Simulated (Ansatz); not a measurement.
**Li: response to strain**

Li is deformed so: zz strain of +1 %. What stress and forces result, by LAPW, PAW and all-electron datasets made for the crystal?

Computed with Ansatz 0.2.0 (DFT LDA, scalar-relativistic, unless a step's input says otherwise).

## (1) The structure to begin with

The structure is cubic, space group Im-3m (No. 229). The conventional cell has a = 3.500 Å, b = 3.500 Å, c = 3.500 Å, α = 90.00°, β = 90.00°, γ = 90.00°. Li (site symmetry m-3m) is surrounded by 8 Li at 3.03 Å.

Structure file:

```cif
data_structure
_symmetry_space_group_name_H-M 'P 1'
_symmetry_Int_Tables_number 1
_cell_length_a 3.0311
_cell_length_b 3.0311
_cell_length_c 3.0311
_cell_angle_alpha 109.471
_cell_angle_beta 109.471
_cell_angle_gamma 109.471
_cell_volume 21.44
loop_
_atom_site_label
_atom_site_type_symbol
_atom_site_fract_x
_atom_site_fract_y
_atom_site_fract_z
_atom_site_occupancy
Li1 Li 0.00000 0.00000 0.00000 1
```

## (2) The deformed structure

Space group Im-3m before, I4/mmm after.

## (3) Full-potential LAPW

input.yaml

```yaml
crystal:
  lattice:
    - [-1.75, 1.75, 1.7675]
    - [1.75, -1.75, 1.7675]
    - [1.75, 1.75, -1.7675]
  atoms:
    - { symbol: Li, position: [0.0, 0.0, 0.0] }
kpoints:
  mp_grid: { grid: [13, 13, 13] }
  band_path:
    path:
      - [0.0, 0.0, 0.0]
      - [0.0, 0.0, 0.5]
      - [0.25, 0.25, 0.25]
      - [0.0, 0.5, 0.0]
      - [0.0, 0.0, 0.0]
      - [0.5, 0.5, -0.5]
      - [0.4950740124, 0.5049259876, -0.4950740124]
      - [-0.4950740124, 0.4950740124, 0.4950740124]
      - [0.0, 0.0, 0.0]
    npoints: 5
scf:
  occupations: { method: fermi_dirac, width: 0.05 }
hamiltonian:
  xc: lda
  pseudopotentials: { kind: all_electron, lapw: { basis_error: 0.00025 } }
output:
  forces: true
  stress: true
  eigenvalues: true
```

Command:

```sh
$ ansatz run input.yaml --threads 1 --pin off --max-ram 3072MiB --backend cpu --events-out ev --progress --plain --runs-dir out
```

## (4) PAW on the default files

input.yaml

```yaml
crystal:
  lattice:
    - [-1.75, 1.75, 1.7675]
    - [1.75, -1.75, 1.7675]
    - [1.75, 1.75, -1.7675]
  atoms:
    - { symbol: Li, position: [0.0, 0.0, 0.0] }
kpoints:
  mp_grid: { grid: [13, 13, 13] }
scf:
  occupations: { method: fermi_dirac, width: 0.05 }
hamiltonian:
  xc: lda
  pseudopotentials: { kind: paw }
output:
  forces: true
  stress: true
  eigenvalues: true
  efg: { contact_densities: true }
```

## (5) Datasets made for this crystal

input.yaml, as its differences from that of step 4:

```diff
@@ -13,3 +13,3 @@
   xc: lda
-  pseudopotentials: { kind: paw }
+  pseudopotentials: { kind: all_electron, datasets: crystal }
 output:
```

(Steps that only read results are left out.)

Q: Predict the outcome of this session. Wanted: pressure; largest shear or deviatoric stress.

**Answer**, as computed:

| quantity | value |
| --- | --- |
| pressure | LAPW -1.59, PAW -1.59, crystal datasets -1.59 GPa |
| largest shear or deviatoric stress (LAPW) | 0.02 GPa |

**Reading.** The largest part of the stress beyond the pressure is 0.02 GPa in size, in the zz component. No run of the undeformed cell stands beside it, so the pressure holds what the given cell had before the change. PAW: stress within 0.01 GPa of LAPW. Crystal datasets: stress within 0.01 GPa of LAPW.
